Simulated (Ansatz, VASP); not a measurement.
## One calculation of NaF (Villiaumite), two programs

```
Na F
1.0
     0.00000    2.31463    2.31463
     2.31463    0.00000    2.31463
     2.31463    2.31463    0.00000
Na F
1 1
Direct
  0.00000 0.00000 0.00000
  0.50000 0.50000 0.50000
```

Alike in both runs: functional PBE; dispersion D3(BJ); k mesh 8 × 8 × 8; occupations gaussian, width 0.02 eV; no spin polarisation.

Ansatz relaxed the structure, and its values are those at the end. VASP's run is a single point on that final structure, the one shown.

```csv
,VASP,Ansatz
version,VASP 6.6.1,Ansatz 0.2.0
potentials or method,"VASP PAW PBE potentials, release 64 (Na_pv, F)","scalar-relativistic, plane waves, PAW"
plane-wave cutoff (eV),520,420
valence electrons in the cell,14,16
```

```csv
,VASP,Ansatz,Ansatz less VASP
gap on the k mesh at the Fermi level (eV),6.32,6.33,+0.017
least direct gap on the mesh (eV),6.32,6.33,+0.017
pressure (GPa),-0.1,0.0,+0.13
```

The two sets of potentials don't hold the same shells in valence.
